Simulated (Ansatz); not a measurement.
Crystal: HfN.

```
Hf N
1.0
     0.00000    2.25600    2.25600
     2.25600    0.00000    2.25600
     2.25600    2.25600    0.00000
Hf N
1 1
Cartesian
  0.0000 0.0000 0.0000
  2.2560 2.2560 2.2560
```

Program: Ansatz 0.2.0. Alike in all runs: potentials or basis Ansatz PAW; cell as given; cutoff (eV) 420.

Problem. Order these runs on this cell by their pressure, lowest first.
A. level PBE; spin off; k mesh 10 × 10 × 10; smearing gaussian 0.015 eV; mesh quality not flagged
B. level PBEsol+U; spin off; U Hf d U = 1 eV; k mesh 10 × 10 × 10; smearing fermi-dirac 0.05 eV; points for each segment of the path 14; hubbard projectors ortho-atomic (the default); double counting fll (the default); mesh quality not flagged
C. level LDA; spin off; k mesh 10 × 10 × 10; smearing fermi-dirac 0.05 eV; points for each segment of the path 14; mesh quality not flagged
D. level revPBE; spin off; k mesh 6 × 6 × 6; smearing fermi-dirac 0.05 eV; mesh quality coarse
E. level PBEsol; spin SOC, no magnetisation; k mesh 10 × 10 × 10; smearing fermi-dirac 0.05 eV; points for each segment of the path 14; mesh quality not flagged

Solution. C (-8.3 GPa), E (-2.3 GPa), B (-0.6 GPa), A (6.6 GPa), D (9.8 GPa).

Caveats: some runs use coarse meshes; the PAW data sets come from PBE, with cores solved anew for the run's functional, which leaves a small shift of forces and pressure (some runs); U without spin polarisation on a metal has little footing (some runs); the potentials were made for another functional, which shifts forces and pressure (some runs).

Not every run made on this cell is shown here.
